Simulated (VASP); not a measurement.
Re: relaxation of cell and atoms with PBE

Re:

```
Re
1.0
     2.77119    0.00000    0.00000
    -1.38559    2.39992    0.00000
     0.00000    0.00000    4.49023
Re
2
Cartesian
  0.0000 1.5999 1.1226
  1.3856 0.8000 3.3677
```

```yaml
Program: VASP 6.6.1
Task: relaxation of cell and atoms
Functional: PBE
Potentials_or_basis: VASP PAW PBE potentials, release 64 (Re)
Cutoff: 600 eV
k_mesh: 15 × 15 × 8
Occupations: methfessel-paxton, width 0.1 eV
Spin: no spin polarisation
Further_INCAR_settings: ALGO = Normal; EDIFF = 1e-07; IBRION = 2; EDIFFG = -0.005; NSW = 90; ISIF = 3
```

The pressure after relaxing is 0.0 GPa and the band gap on the k mesh is none (metal or under the smearing width).

Final structure:
```xyz
2
Lattice="2.7712 0.0000 0.0000 -1.3856 2.3999 0.0000 0.0000 0.0000 4.4902" Properties=species:S:1:pos:R:3 pbc="T T T"
Re    0.0000    1.5999    1.1226
Re    1.3856    0.8000    3.3677
```

Levels at points of the mesh, in eV from the Fermi level:
```
           k point  band 3  band 4  band 5  band 6  band 7  band 8  band 9  band 10  band 11
(0.00, 0.00, 0.00)   -1.56   -1.51   -1.51   -0.70   -0.70    0.24    0.24     0.57     3.32
(0.00, 0.00, 0.50)   -2.34   -2.34   -1.63   -1.63   -1.63   -1.63    2.51     2.51     2.51
```

Run time: 14 s on 2 MPI ranks on Intel(R) Xeon(R) Platinum 8488C (Sapphire Rapids), with other jobs on the host, peak memory 0.18 GiB a rank.

Caveat: the relaxation stopped at its first step, so nothing moved. The run has no spin-orbit coupling, so splittings on Re are missing.
